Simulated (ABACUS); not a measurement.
# Ni (Fm-3m) in ABACUS: a series of runs, part 2 of 2

ABACUS 3.10.1. Earlier steps stand in the parts before.

### Step 3. Equation of state, PBEsol, collinear spin, ferromagnetic start, 9.86 Å³/atom (volume scaled by 0.94)

Input file INPUT:

```
INPUT_PARAMETERS
suffix              Ni
calculation         scf
basis_type          pw
pseudo_dir          ./
symmetry            1
dft_functional      pbesol
ecutwfc             98
pseudo_rcut         10
nspin               2
nbands              14
ks_solver           dav
smearing_method     fd
smearing_sigma      0.00367493
scf_thr             1e-08
scf_nmax            100
mixing_type         broyden
mixing_beta         0.4
cal_force           1
cal_stress          1
kpar                4
```

Input file STRU:

```
ATOMIC_SPECIES
Ni 58.6934 Ni_ONCV_PBE-1.2.upf

LATTICE_CONSTANT
4.5488281032

LATTICE_VECTORS
0.0000000000 0.7071067812 0.7071067812
0.7071067812 0.0000000000 0.7071067812
0.7071067812 0.7071067812 0.0000000000

ATOMIC_POSITIONS
Cartesian

Ni
0.0
1
0.0000000000 0.0000000000 0.0000000000 1 1 1 mag 1
```

Input file KPT:

```
K_POINTS
0
Gamma
10 10 10 0 0 0
```

Potentials or basis: SG15 ONCV 1.2 PBE, plane waves.

On the command line:

```console
> OMP_NUM_THREADS=1 mpirun -np 4 abacus > log
```

running log:

```text
ABACUS v3.10.1

               Atomic-orbital Based Ab-initio Computation at UStc

 ------------------------------------------------------------------------------------

 READING GENERAL INFORMATION
                           global_out_dir = OUT.Ni/
                           global_in_card = INPUT
                               pseudo_dir = ./
                              orbital_dir =
                                    DSIZE = 4
                                    GSIZE = 1

 READING UNITCELL INFORMATION
                                    ntype = 1
                  lattice constant (Bohr) = 4.54883
              lattice constant (Angstrom) = 2.40714

 READING ATOM TYPE 1
                               atom label = Ni
[... 442 lines left out ...]
       1       -81.4222     0.00400000
       2       -41.9302     0.00400000
       3       -41.6607     0.00400000
       4       -41.6607     0.00400000
       5        16.9075     0.00400000
       6        19.6817     0.00400000
       7        19.6817     0.00400000
       8        21.8293     0.00399997
       9        21.8316     0.00399997
      10        21.8316     0.00399997
      11        28.7467    5.19587e-58
      12        45.5484        0.00000
      13        48.8306        0.00000
      14        48.8306        0.00000

[... levels at 18 further k points ...]

------------------------------------------------------------------------------------------
 TOTAL-FORCE (eV/Angstrom)
------------------------------------------------------------------------------------------
                       Ni1         0.0000000000         0.0000000000         0.0000000000
------------------------------------------------------------------------------------------

----------------------------------------------------------------
 TOTAL-STRESS (KBAR)
----------------------------------------------------------------
       141.4516175498        -0.0000000000         0.0000000000
        -0.0000000000       141.4516175498         0.0000000000
        -0.0000000000         0.0000000000       141.4516175498
----------------------------------------------------------------
 TOTAL-PRESSURE: 141.451618 KBAR

 --------------------------------------------
 !FINAL_ETOT_IS -4190.3771003979991292 eV
 --------------------------------------------
```

It took 5.6 s on 4 MPI ranks of AMD EPYC 9R14 (Zen 4), shared host; peak memory 0.36 GiB.

What came out:

* Free energy: -4190.3771 eV
* Pressure: 14.1 GPa
* Band gap on the k mesh: none (metal or under the smearing width)
* Net moment: 0.68 μB per cell
* Absolute moment: 0.75 μB per cell

Caveat: the potentials were made for another functional, which shifts forces and pressure.

### Step 4. Equation of state, PBEsol, collinear spin, ferromagnetic start, 10.28 Å³/atom (volume scaled by 0.98)

INPUT is that of step 3.

STRU, as its differences from that of step 3:

```diff
@@ -4,3 +4,3 @@
 LATTICE_CONSTANT
-4.5488281032
+4.6124563175
```

KPT is that of step 3.

On the command line:

```console
> OMP_NUM_THREADS=1 mpirun -np 4 abacus > log
```

It took 5.7 s on 4 MPI ranks of AMD EPYC 9R14 (Zen 4), shared host; peak memory 0.36 GiB.

Results (log left out):

```
Free energy            : -4190.3990 eV
Pressure               : 3.0 GPa
Band gap on the k mesh : none (metal or under the smearing width)
Net moment             : 0.70 μB per cell
Absolute moment        : 0.77 μB per cell
```

Caveat: the potentials were made for another functional, which shifts forces and pressure.

### Step 5. Equation of state, PBEsol, collinear spin, ferromagnetic start, 10.70 Å³/atom (volume scaled by 1.02)

INPUT is that of step 4.

STRU, as its differences from that of step 4:

```diff
@@ -4,3 +4,3 @@
 LATTICE_CONSTANT
-4.6124563175
+4.6743758716
```

KPT is that of step 4.

On the command line:

```console
> OMP_NUM_THREADS=1 mpirun -np 4 abacus > log
```

It took 5.7 s on 4 MPI ranks of AMD EPYC 9R14 (Zen 4), shared host; peak memory 0.36 GiB.

Results (log left out):

- Free energy: -4190.3948 eV
- Pressure: -5.9 GPa
- Band gap on the k mesh: none (metal or under the smearing width)
- Net moment: 0.71 μB per cell
- Absolute moment: 0.78 μB per cell

Caveat: the potentials were made for another functional, which shifts forces and pressure.

### Step 6. Equation of state, PBEsol, collinear spin, ferromagnetic start, 11.12 Å³/atom (volume scaled by 1.06)

INPUT is that of step 5.

STRU, as its differences from that of step 5:

```diff
@@ -4,3 +4,3 @@
 LATTICE_CONSTANT
-4.6743758716
+4.7346970521
```

KPT is that of step 5.

Potentials or basis: SG15 ONCV 1.2 PBE, plane waves.

On the command line:

```console
> OMP_NUM_THREADS=1 mpirun -np 4 abacus > log
```

Wall time 5.8 s (4 MPI ranks of AMD EPYC 9R14 (Zen 4), shared host); peak memory 0.36 GiB.

It converged, with:

* Free energy: -4190.3699 eV
* Pressure: -12.9 GPa
* Band gap on the k mesh: none (metal or under the smearing width)
* Net moment: 0.72 μB per cell
* Absolute moment: 0.79 μB per cell

Caveat: the potentials were made for another functional, which shifts forces and pressure.

### Step 7. Equation of state, PBEsol, collinear spin, ferromagnetic start

This step only gathers the single runs of the series.

Results:

```
Equilibrium volume                      : 10.41 Å³/atom
Bulk modulus                            : 229 GPa
Pressure derivative of the bulk modulus : 4.8 (rough: it moves with the points fitted)
```

Energy against volume, from the lowest point:
```tsv
volume (Å³/atom)	energy (meV/atom)
9.862	21.89
10.282	0.00
10.702	4.22
11.122	29.13
```

Caveat: the potentials were made for another functional, which shifts forces and pressure.
